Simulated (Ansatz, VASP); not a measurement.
## Cross-check of In3As3H8 (InAs wire along [110], 6 atoms a period, H-terminated) between VASP and Ansatz

One calculation is typed for both programs; each brings its own data sets. How far apart do they land? The structure shown is the start of the Ansatz relaxation below; VASP solves that cell, so the two are compared at the walk's first step.

Program: Ansatz 0.2.0. Level of theory: plane waves, with VASP 6.6.1 beside it; single point at PBE. Results are calculated unless marked as measured.

### Step 1. The starting structure

The cell holds 14 atoms: 3 As, 8 H and 3 In. Its edges and angles: a = 13.365 Å, b = 14.084 Å, c = 4.377 Å, α = 90.0°, β = 90.0°, γ = 90.0°. Vacuum lies along a and b. The structure's axis is c.

### Step 2. Ansatz: relaxation, PBE

Ansatz runs on its PAW soft_1 files.

The two programs are compared at the cell with which this relaxation starts, whose forces are those of its first step.

Input file input.yaml:

```yaml
crystal:
  lattice:
    - [13.365, 0.0, 0.0]
    - [0.0, 14.084, 0.0]
    - [0.0, 0.0, 4.3769909755]
  atoms:
    - { symbol: As, position: [0.321353754, 0.499990017, 0.0] }
    - { symbol: H, position: [0.36024762, 0.758571344, 0.0] }
    - { symbol: In, position: [0.437141258, 0.655378791, 0.0] }
    - { symbol: In, position: [0.437141258, 0.344601244, 0.0] }
    - { symbol: H, position: [0.745609906, 0.499990017, 0.167953642] }
    - { symbol: H, position: [0.25439581, 0.499990017, 0.289141492] }
    - { symbol: As, position: [0.552928763, 0.655378791, 0.5] }
    - { symbol: As, position: [0.552928763, 0.344601244, 0.5] }
    - { symbol: H, position: [0.619886707, 0.745237474, 0.5] }
    - { symbol: H, position: [0.619886707, 0.25474256, 0.5] }
    - { symbol: In, position: [0.668716268, 0.499990017, 0.5] }
    - { symbol: H, position: [0.25439581, 0.499990017, 0.710858508] }
    - { symbol: H, position: [0.745609906, 0.499990017, 0.832046358] }
    - { symbol: H, position: [0.36024762, 0.241408691, 0.0] }
kpoints:
  mp_grid: { grid: [1, 1, 19] }
scf:
  occupations: { method: fermi_dirac, width: 0.05 }
hamiltonian:
  xc: pbe
  pseudopotentials: { kind: paw, azcp: { folder: soft_1 } }
relax:
  cell: { fix: [a, b, alpha, beta, gamma] }
  max_steps: 45
  f_tol: 0.03
```

Command:

```bash
ansatz run input.yaml --threads 4 --pin off --max-ram 16384MiB --backend cpu --events-out ev --progress --plain --runs-dir out
```

Numbers of over 12 decimals in the logs are rounded to 6 here.

Output:

```text
Engine: ansatz 0.2.0, aarch64-unknown-linux-gnu
Pseudopotentials: kind: paw
Pseudopotential: As, paw, valence charge 15, recommended cutoff 420 eV (normal), soft_1/As.paw.azcp
Pseudopotential: H, paw, valence charge 1, recommended cutoff 420 eV (normal), soft_1/H.paw.azcp
Pseudopotential: In, paw, valence charge 13, recommended cutoff 420 eV (normal), soft_1/In.paw.azcp
Functional definition: PBE
  parameter kappa = 0.804
  parameter beta = 0.066725
  exchange = pbe_x(kappa = kappa, mu = beta*pi^2/3)
  correlation = pbe_c(beta = beta)
Crystal: 14 atoms, lattice volume = 823.893 Å³
Basis set: ecut = 420 eV, 16185 PW (Γ), exchange–correlation on 180×192×60 points (8 copies of the dense FFT grid, shifted against one another)
Bands: 60, of which v1, the nominal top of the filled ones, is band 46 counted from 1 (45 counted from 0)
Symmetry: 4 space group operations
Space group: Pmm2 (ITA 25), of the structure as read, at distance tolerance 9.4e-5 Å
k-points: 10 of 19
Non-local potential: As, projectors of the file, l = 0: 2, l = 1: 2, l = 2: 3, l = 3: 1
Non-local potential: H, projectors of the file, l = 0: 2, l = 1: 1
Non-local potential: In, projectors of the file, l = 0: 2, l = 1: 2, l = 2: 2, l = 3: 1
PAW form: soft (Blöchl's): semilocal exchange-correlation on the pseudo side does not see the compensation charge
PAW one-centre angular grid: As, 590 points (default); XC on 64 Gauss nodes
PAW one-centre angular grid: H, 110 points (default); XC on 64 Gauss nodes
PAW one-centre angular grid: In, 590 points (default); XC on 64 Gauss nodes
Initial density: superposition of atomic densities (neutral atoms: chi_scale 0, normalization atom)
Initial wavefunctions: pseudopotential atomic-orbital guess
Functional: x = pbe(κ = 0.804, μ = 0.219515), c = pbe(β = 0.066725)
SCF iter   1: F=—  HF=-31488.883159 eV  |F-HF|=—  |Δ(HF+E_count)|=         —  Δρ=2.94e-2  dr2=9.01e0  ethr=3.10e-3  ⟨swp⟩=7.5  Hψ=2756  notcnv=0  defer=5
preconditioner: auto → Resta (q_TF=auto, 1.893 Å⁻¹)  ε∞=1.6  [insulator: Δε(μ)=1.488 eV  Ē_g=13.205 eV  σ=0.050 eV  W_gap=1.00  n_scr=94 (ndim 8)  ℏωp=10.2 eV  f_vac=0.625  D(μ)=0.00/eV (n_scr^D=0)  ε∞_Penn≈1.6  vacuum switching on, ρ_ref=1.3e-2 e/Å³]
SCF iter   2: F=—  HF=-31486.483136 eV  |F-HF|=—  |Δ(HF+E_count)|=    2.40e0  Δρ=1.10e-2  dr2=1.89e0  ethr=3.10e-3  ⟨swp⟩=4.1  Hψ=1261  notcnv=0  defer=69
SCF iter   3: F=—  HF=-31486.442142 eV  |F-HF|=—  |Δ(HF+E_count)|=   4.10e-2  Δρ=7.22e-3  dr2=1.42e0  ethr=2.05e-3  ⟨swp⟩=3.5  Hψ=924  notcnv=0  defer=62
SCF iter   4: F=—  HF=-31486.088690 eV  |F-HF|=—  |Δ(HF+E_count)|=   3.53e-1  Δρ=1.97e-3  dr2=3.27e-2  ethr=1.55e-3  ⟨swp⟩=3.0  Hψ=830  notcnv=0  defer=75
SCF iter   5: F=—  HF=-31486.088925 eV  |F-HF|=—  |Δ(HF+E_count)|=   2.35e-4  Δρ=7.75e-4  dr2=5.33e-3  ethr=3.55e-5  ⟨swp⟩=2.1  Hψ=874  notcnv=0  defer=75
SCF iter   6: F=—  HF=-31486.089892 eV  |F-HF|=—  |Δ(HF+E_count)|=   9.67e-4  Δρ=2.81e-4  dr2=2.19e-3  ethr=5.80e-6  ⟨swp⟩=2.0  Hψ=634  notcnv=0  defer=75
SCF iter   7: F=—  HF=-31486.089977 eV  |F-HF|=—  |Δ(HF+E_count)|=   8.52e-5  Δρ=1.74e-4  dr2=8.43e-4  ethr=2.39e-6  ⟨swp⟩=2.0  Hψ=594  notcnv=0  defer=75
SCF iter   8: F=—  HF=-31486.089910 eV  |F-HF|=—  |Δ(HF+E_count)|=   6.73e-5  Δρ=6.66e-5  dr2=1.09e-4  ethr=9.16e-7  ⟨swp⟩=1.9  Hψ=534  notcnv=0  defer=75
SCF iter   9: F=—  HF=-31486.089902 eV  |F-HF|=—  |Δ(HF+E_count)|=   7.63e-6  Δρ=2.32e-5  dr2=1.15e-5  ethr=1.19e-7  ⟨swp⟩=1.6  Hψ=536  notcnv=0  defer=75
SCF iter  10: F=—  HF=-31486.089956 eV  |F-HF|=—  |Δ(HF+E_count)|=   5.34e-5  Δρ=4.91e-6  dr2=4.43e-7  ethr=1.25e-8  ⟨swp⟩=2.0  Hψ=711  notcnv=0  defer=75
SCF iter  11: F=-31486.089956 eV  HF=-31486.089956 eV  |F-HF|=2.64e-8  |Δ(HF+E_count)|=   1.53e-7  Δρ=2.03e-6  dr2=8.10e-8  ethr=1.09e-10  ⟨swp⟩=4.7  Hψ=1875  notcnv=0
SCF 1 converged in 11 iterations: F = -31486.089956 eV  dr2 = 8.10e-8
  greatest PAW one-centre occupation: 0.999 electrons in one spin orbital (limit 2), on the As atom at site 0 (counted from 0), in its partial waves of l = 2
relax step   1: F+E_penalty+E_count = -31486.08995570 eV  Δ(F+E_penalty+E_count) = +0.000e0 eV  max|allowed force component| = 1.334e0 eV/Å  Δτ_max = 0.0000 Å  P = +0.018 GPa  Ω = 823.893 Å³  fix = [a, b, alpha, beta, gamma]  reactions: a -0.122, b -0.174 GPa  (11 SCF iters, dr2 threshold 1.00e-7 eV, accepted)
[...]
relax step   4: F+E_penalty+E_count = -31487.01634997 eV  Δ(F+E_penalty+E_count) = -2.708e-2 eV  max|allowed force component| = 1.050e-1 eV/Å  Δτ_max = 0.0431 Å  P = -0.009 GPa  Ω = 856.024 Å³  energy of the carried Pulay correction = -3.728e-3 eV  fix = [a, b, alpha, beta, gamma]  reactions: a -0.045, b -0.038 GPa  (6 SCF iters, dr2 threshold 1.40e-6 eV, accepted)
[...]
relax step   5: F+E_penalty+E_count = -31487.01825777 eV  Δ(F+E_penalty+E_count) = -1.908e-3 eV  max|allowed force component| = 1.153e-2 eV/Å  Δτ_max = 0.0168 Å  P = +0.005 GPa  Ω = 859.517 Å³  energy of the carried Pulay correction = -4.125e-3 eV  fix = [a, b, alpha, beta, gamma]  reactions: a -0.005, b +0.006 GPa  (5 SCF iters, dr2 threshold 6.89e-7 eV, accepted)
[...]
relax step   6: F+E_penalty+E_count = -31487.02351270 eV  Δ(F+E_penalty+E_count) = -5.255e-3 eV  max|allowed force component| = 1.195e-2 eV/Å  Δτ_max = 0.0000 Å  P = +0.009 GPa  Ω = 859.517 Å³  fix = [a, b, alpha, beta, gamma]  reactions: a -0.003, b +0.008 GPa  stress off target by 2.27e-2 GPa on what of the cell is left free  SCF on the basis re-selected at this cell (its energy is not comparable with the rows above)  (7 SCF iters)
basis re-selected at this cell: Δ(F+E_penalty+E_count) = -5.255e-3 eV, ΔP = +0.004 GPa vs the last step (what re-selecting the basis moved, of the pressure what is left beyond the Pulay correction that the steps carried, after the strain that the cell walked since its last selection, with what the two solves' SCF thresholds leave and, on support functions, any second-order correction that the steps lacked; it is no measure of the basis error at this ecutwfc). The dense FFT grid was sized anew with the basis: this SCF ran on 90×96×32 points, the steps before it on 90×96×30, so part of this shift can come from that change (see relax.cell in the input reference). [rest of the remark cut]
SCF converged after 7 iterations
Free energy (F): -31487.023513 eV
Harris-Foulkes:  -31487.023513 eV  (|F-HF|=1.30e-9)
Internal energy: -31487.023509 eV  (E = F + TS)
E sigma→0 (E₀):  -31487.023511 eV
Entropy (-TS):   -0.000003 eV (-0.000 meV/atom)
Fermi energy:    -1.415607 eV
--- Per-component energies (eV) ---
  E_band       = -1824.920471
  E_kinetic    = 1047.852397
  E_local      = -32604.852649  (includes V_loc(G=0)·N_el)
  E_nonlocal   = -193.923854
  E_hartree    = 15838.146056
  E_xc         = -705.757088
  E_vxc        = -573.705133  (∫ρ·V_xc dr)
  E_paw        = -18674.142833  (= ΣΔE_a)
  E_vpaw       = -1176.576381  (= ΣTr[D̂ρ^β])
  E_aug_tail   = -0.006688  (compensation charges beyond the density's cutoff)
  E_ewald      = 3805.661149
  E_smearing   = -0.000003  (= −TS)
  E_closure    = -0.000000  (closes the sum)
  Σ components = -31487.023513   (vs F -31487.023513, Δ=0.00e0)
--- Forces (eV/Å), atoms counted from 1 ---
  atom   1  As     0.00094064     0.00000000     0.00000000
  atom   2  H      0.00282072     0.00269048     0.00000000
  atom   3  In    -0.00436504    -0.00036328     0.00000000
  atom   4  In    -0.00436504     0.00036328     0.00000000
  atom   5  H      0.00255913     0.00000000     0.01195195
  atom   6  H      0.00321512     0.00000000    -0.00502295
  atom   7  As    -0.01120811     0.00534936     0.00000000
  atom   8  As    -0.01120811    -0.00534936     0.00000000
  atom   9  H      0.00569468    -0.00278516     0.00000000
  atom  10  H      0.00569468     0.00278516     0.00000000
  atom  11  In     0.00162534     0.00000000     0.00000000
  atom  12  H      0.00321512     0.00000000     0.00502295
  atom  13  H      0.00255913     0.00000000    -0.01195195
  atom  14  H      0.00282072    -0.00269048     0.00000000
  max |Σ_I F_I| component: 1.06e-6 eV/Å
--- Stress (GPa, compression-positive) ---
       -0.002981       0.000000       0.000000
        0.000000       0.008240       0.000000
        0.000000       0.000000       0.022725
  P = ⅓ Tr σ = 0.0093 GPa (0.093 kbar)
--- Relaxed structure (5 steps of the walk, 5 accepted, 1 SCFs on fresh bases) ---
  F+E_penalty+E_count = -31487.02351270 eV   max|allowed force component| = 1.195e-2 eV/Å   (the final SCF, on the basis selected at the relaxed cell)
  cell:  # Å, volume = 859.5166 Å³
    - [13.365, 0.0, 0.0]
    - [0.0, 14.084, 0.0]
    - [0.0, 0.0, 4.566246]
  atoms:
    - { symbol: As, position: [0.342708, 0.500000, 1.910866478230979e-19] }
    - { symbol: H, position: [0.355683, 0.766953, 1.910866478230979e-19] }
    - { symbol: In, position: [0.438782, 0.671874, 1.910866478230979e-19] }
    - { symbol: In, position: [0.438782, 0.328126, 1.910866478230979e-19] }
    - { symbol: H, position: [0.740316, 0.500000, 0.155528] }
    - { symbol: H, position: [0.265859, 0.500000, 0.246090] }
    - { symbol: As, position: [0.544328, 0.642337, 0.500000] }
    - { symbol: As, position: [0.544328, 0.357663, 0.500000] }
    - { symbol: H, position: [0.606093, 0.733573, 0.500000] }
    - { symbol: H, position: [0.606093, 0.266427, 0.500000] }
    - { symbol: In, position: [0.685661, 0.500000, 0.500000] }
    - { symbol: H, position: [0.265859, 0.500000, 0.753910] }
    - { symbol: H, position: [0.740316, 0.500000, 0.844472] }
    - { symbol: H, position: [0.355683, 0.233047, 1.910866478230979e-19] }
```

[end of part 1 of 2]

[Lines on the potential files, build, host, timing and source positions are cut from VASP's logs without a mark.]

[Logs are printed without paths, hosts, clocks, repeated set-up lines and the standing remarks that a program may print on its own settings, such as how far it seeks lower states.]

[Hosts, paths, dates, database ids (printed as entryN), source tags and the programs' standing remarks are cut or masked in the printed files.]
